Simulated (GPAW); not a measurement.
A calculation with GPAW 26.7.0 of SnSe2 (cli, structure from a P1 CIF):

File SnSe2.cif:

```cif
data_SnSe2
_cell_length_a 3.81100000
_cell_length_b 3.81100000
_cell_length_c 6.13600000
_cell_angle_alpha 90.00000000
_cell_angle_beta 90.00000000
_cell_angle_gamma 120.00000000
_space_group_name_H-M_alt 'P1'
_space_group_name_Hall 'P 1'
_space_group_IT_number 1
loop_
_space_group_symop_operation_xyz
'x,y,z'
loop_
_atom_site_label
_atom_site_type_symbol
_atom_site_symmetry_multiplicity
_atom_site_Wyckoff_symbol
_atom_site_fract_x
_atom_site_fract_y
_atom_site_fract_z
_atom_site_occupancy
Sn1 Sn 1 a 0.0000000000 0.0000000000 0.0000000000 1
Se1 Se 1 a 0.6666666667 0.3333333333 0.7510000000 1
Se2 Se 1 a 0.3333333333 0.6666666667 0.2490000000 1
```

Potentials or basis: GPAW PAW data sets (gpaw-data 1.2.1), pw.

Command:

```sh
$ OMP_NUM_THREADS=1 gpaw run SnSe2.cif -p 'mode=PW(600),xc=PBE,kpts={size:(8,8,5),gamma:True},occupations={name:fermi-dirac,width:0.05},nbands=24,convergence={density:1e-05,energy:1e-05},maxiter=150,txt=gpaw.txt' --properties efs -w gs.gpw
```

Task: Write the same calculation in another form: ASE script, structure typed inline.

Result: As run:

File run.py:

```python
from ase import Atoms
from ase.dft.bandgap import bandgap
from ase.io import write
from ase.units import Bohr, GPa
from gpaw import GPAW, PW
from gpaw.elf import elf_from_dft_calculation

atoms = Atoms(['Sn', 'Se', 'Se'],
              cell=[[3.811, 0.0, 0.0],
                    [-1.9055, 3.3004228138, 0.0],
                    [0.0, 0.0, 6.136]],
              scaled_positions=[[0.0, 0.0, 0.0],
                                [0.6666666667, 0.3333333333, 0.751],
                                [0.3333333333, 0.6666666667, 0.249]],
              pbc=True)

calc = GPAW(mode=PW(600),
            xc='PBE',
            kpts={'size': (8, 8, 5), 'gamma': True},
            occupations={'name': 'fermi-dirac', 'width': 0.05},
            nbands=24,
            convergence={'density': 1e-05, 'energy': 1e-05},
            maxiter=150,
            txt='gpaw.txt')
atoms.calc = calc
energy = atoms.get_potential_energy()
forces = atoms.get_forces()
stress = atoms.get_stress()
calc.write('gs.gpw')
write('result.traj', atoms)
print(f'Energy: {energy:.6f} eV')
print('Forces (eV/A):')
print(forces.round(4))
print('Stress (GPa):', (stress / GPa).round(3))
print('Fermi level:', round(calc.get_fermi_level(), 4), 'eV')
print(f'Gap: {bandgap(calc)[0]:.4f} eV, direct: {bandgap(calc, direct=True)[0]:.4f} eV')

# fields on the real-space grid
write('density.cube', atoms, data=calc.get_pseudo_density() * Bohr**3)
write('potential.cube', atoms, data=calc.get_electrostatic_potential())
write('elf.cube', atoms, data=elf_from_dft_calculation(calc).data)
```

Potentials or basis: GPAW PAW data sets (gpaw-data 1.2.1), pw.

Launch:

```bash
$ OMP_NUM_THREADS=1 python run.py
```

Both were run:

|  | cli, structure from a P1 CIF | ASE script, structure typed inline |
| --- | --- | --- |
| Pressure | 5.3 GPa | 5.3 GPa |
| Largest force | 0.760 eV/Å | 0.760 eV/Å |
| Band gap on the k mesh | 0.82 eV, indirect (least direct gap 1.11 eV) | 0.82 eV, indirect (least direct gap 1.11 eV) |

Keys that steer only the numerical path or the files written may differ.

Caveat: spin-orbit coupling is left out, which moves the levels of the heavy elements; an odd mesh through Γ misses points on the zone boundary, where band edges often lie; this functional lacks dispersion, which binds the layers, so the pressure and a relaxed spacing across them are unreliable.
